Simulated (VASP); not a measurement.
## MoSe2: dielectric tensor with PBE+D3(BJ)

The system is MoSe2.

```xyz
6
Lattice="3.2975 0.0000 0.0000 -1.6488 2.8557 0.0000 0.0000 0.0000 13.0997" Properties=species:S:1:pos:R:3 pbc="T T T"
Mo    0.0000    1.9038    3.2749
Mo    1.6488    0.9519    9.8248
Se    0.0000    1.9038    8.1511
Se    1.6488    0.9519    1.6013
Se    0.0000    1.9038   11.4984
Se    1.6488    0.9519    4.9485
```

```json
{
  "Program": "VASP 6.6.1",
  "Task": "dielectric tensor",
  "Functional": "PBE",
  "Dispersion": "D3(BJ)",
  "Potentials or basis": "VASP PAW PBE potentials, release 64 (Mo_sv, Se)",
  "Cutoff": "600 eV",
  "k mesh": "12 × 12 × 3",
  "Occupations": "gaussian, width 0.03 eV",
  "Spin": "no spin polarisation",
  "Monkhorst-Pack mesh": "no",
  "Further INCAR settings": "ALGO = Normal; EDIFF = 1e-08"
}
```

```
Band gap on the k mesh                  : 0.91 eV, indirect (least direct gap 1.43 eV)
Electronic dielectric tensor (diagonal) : 16.62, 16.62, 7.59
Born charges (mean of the diagonal)     : Mo -1.49; Se +0.74 e
Dispersion energy per atom              : -0.460 eV
```

Levels at points of the mesh, in eV from the valence-band top:
| k point | band 22 | band 23 | band 24 | band 25 | band 26 | band 27 | band 28 | band 29 | band 30 | band 31 |
| --- | --- | --- | --- | --- | --- | --- | --- | --- | --- | --- |
| (0.00, 0.00, 0.00) | -1.42 | -1.42 | -1.03 | -0.84 | 0.00 | 2.52 | 2.52 | 2.58 | 2.58 | 2.69 |
| (0.50, 0.00, 0.00) | -2.16 | -1.10 | -1.08 | -1.03 | -0.86 | 1.59 | 1.63 | 1.86 | 2.17 | 2.74 |

Electronic dielectric tensor:
```
16.62  0.00  0.00
 0.00 16.62  0.00
 0.00  0.00  7.59
```

Born effective charge tensors (e):
atom 1, Mo
```
-1.77  0.00  0.00
 0.00 -1.77  0.00
 0.00  0.00 -0.92
```
atom 2, Mo
```
-1.77  0.00  0.00
 0.00 -1.77  0.00
 0.00  0.00 -0.92
```
atom 3, Se
```
0.89 0.00 0.00
0.00 0.89 0.00
0.00 0.00 0.46
```
atom 4, Se
```
0.89 0.00 0.00
0.00 0.89 0.00
0.00 0.00 0.46
```
atom 5, Se
```
0.89 0.00 0.00
0.00 0.89 0.00
0.00 0.00 0.46
```
atom 6, Se
```
0.89 0.00 0.00
0.00 0.89 0.00
0.00 0.00 0.46
```

Wall time 13 min on 2 MPI ranks on Intel(R) Xeon(R) 6975P-C (Granite Rapids), with other jobs on the host, peak memory 0.99 GiB a rank.

Caveat: an odd mesh through Γ misses points on the zone boundary, where band edges often lie. A hybrid or GW would open this gap; PBE tends to underestimate it.
